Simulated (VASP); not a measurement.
## MnO: single point with PBEsol

Crystal: MnO.

```xyz
4
Lattice="3.3717 0.0000 0.0000 -1.6859 2.9200 0.0000 0.0000 0.0000 5.3855" Properties=species:S:1:pos:R:3 pbc="T T T"
Mn    1.6859    0.9733    2.7518
Mn    0.0000    1.9467    0.0590
O     1.6859    0.9733    4.7148
O     0.0000    1.9467    2.0221
```

Measurements of this composition are mostly on another form, of space group No. 225.

```json
{"Program": "VASP 6.6.1", "Task": "single point", "Functional": "PBEsol", "Potentials or basis": "VASP PAW PBE potentials, release 64 (Mn_pv, O)", "Cutoff": "900 eV", "k mesh": "8 × 8 × 5", "Occupations": "gaussian, width 0.02 eV", "Spin": "collinear spin, ferromagnetic start", "Starting moments": "[4.0, 4.0, 0.0, 0.0] μB"}
```

The pressure is 1.4 GPa. The largest force is 0.600 eV/Å and the band gap on the k mesh is none (metal or under the smearing width). The net moment is 9.99 μB per cell and the site moments are Mn +4.40; O +0.20 μB. The valence electrons inside the program's atomic spheres are Mn 11.43; O 4.99.

Forces in eV/Å, atoms in the order of the input:
```
Mn   0.000  0.000 -0.600
Mn   0.000  0.000 -0.600
O    0.000  0.000  0.600
O    0.000  0.000  0.600
```

Stress tensor (GPa, compression positive):
```
-1.12  0.00  0.00
 0.00 -1.12  0.00
 0.00  0.00  6.35
```

Levels at points of the mesh, in eV from the Fermi level:
Spin up:
```
           k point  band 22  band 23  band 24  band 25  band 26  band 27
(0.00, 0.00, 0.00)    -1.07     0.00     0.00     0.06     3.58     5.51
(0.50, 0.00, 0.00)    -1.91    -0.87    -0.73     3.79     4.18     5.73
```
Spin down:
```csv
k point,band 11,band 12,band 13,band 14,band 15,band 16,band 17,band 18
"(0.00, 0.00, 0.00)",-4.95,-4.95,-4.74,-4.74,-0.16,0.91,0.91,1.05
"(0.50, 0.00, 0.00)",-5.37,-4.94,-4.86,-4.67,0.36,0.40,1.20,1.47
```

Wall time 2.8 min on 1 thread of AMD EPYC 9R45 (Zen 5), on a shared host, peak memory 0.36 GiB.

Caveat: the PAW data sets were made with another functional, which shifts forces and pressure a little; semilocal functionals often make such compounds metallic where correlation or magnetic order opens a gap, which also shifts bond lengths; only a ferromagnetic start was run, and an antiferromagnetic order may lie lower in energy. With open d or f shells a metallic result of PBEsol can be an artefact of self-interaction; +U or a hybrid may open a gap.
